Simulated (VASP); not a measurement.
## Si: relaxation of cell and atoms with PBEsol

Si:

```
Si
1.0
     0.00000    2.71850    2.71850
     2.71850    0.00000    2.71850
     2.71850    2.71850    0.00000
Si
2
Direct
  0.50000 0.50000 0.50000
  0.75000 0.75000 0.75000
```

- Program: VASP 6.6.1
- Task: relaxation of cell and atoms
- Functional: PBEsol
- Potentials or basis: VASP PAW PBE potentials, release 64 (Si)
- Cutoff: 600 eV
- k mesh: 14 × 14 × 14
- Occupations: gaussian, width 0.1 eV
- Spin: no spin polarisation
- Further INCAR settings: ALGO = Fast; EDIFF = 1e-07; IBRION = 2; EDIFFG = -0.005; NSW = 90; ISIF = 3

```json
{
  "Relaxed volume": "20.07 Å³/atom",
  "Relaxed cell": "a = 3.843 Å, b = 3.843 Å, c = 3.843 Å, α = 60.00°, β = 60.00°, γ = 60.00°",
  "Space group after relaxing (to 0.05 Å)": "Fd-3m (No. 227)",
  "Energy gained by relaxing": "0.0 meV/atom",
  "Ionic steps": "2",
  "Pressure after relaxing": "0.0 GPa",
  "Band gap on the k mesh": "0.46 eV, indirect (least direct gap 2.52 eV)"
}
```

Final structure:
```cif
data_structure
_symmetry_space_group_name_H-M 'P 1'
_symmetry_Int_Tables_number 1
_cell_length_a 3.8433
_cell_length_b 3.8433
_cell_length_c 3.8433
_cell_angle_alpha 60.000
_cell_angle_beta 60.000
_cell_angle_gamma 60.000
_cell_volume 40.14
loop_
_atom_site_label
_atom_site_type_symbol
_atom_site_fract_x
_atom_site_fract_y
_atom_site_fract_z
_atom_site_occupancy
Si1 Si 0.50000 0.50000 0.50000 1
Si2 Si 0.75000 0.75000 0.75000 1
```

Levels at points of the mesh, in eV from the valence-band top:
```tsv
k point	band 2	band 3	band 4	band 5	band 6	band 7
(0.00, 0.00, 0.00)	0.00	0.00	0.00	2.52	2.52	2.52
(0.50, 0.00, 0.00)	-7.00	-1.20	-1.20	1.46	3.27	3.27
(0.50, 0.50, 0.00)	-7.82	-2.87	-2.87	0.59	0.59	10.04
```

Run time: 31 s on 1 thread of Intel(R) Xeon(R) 6975P-C (Granite Rapids), on a shared host, peak memory 0.19 GiB.

Caveat: the PAW data sets were made with another functional, which shifts forces and pressure a little. A hybrid or GW would open this gap; PBEsol tends to underestimate it.
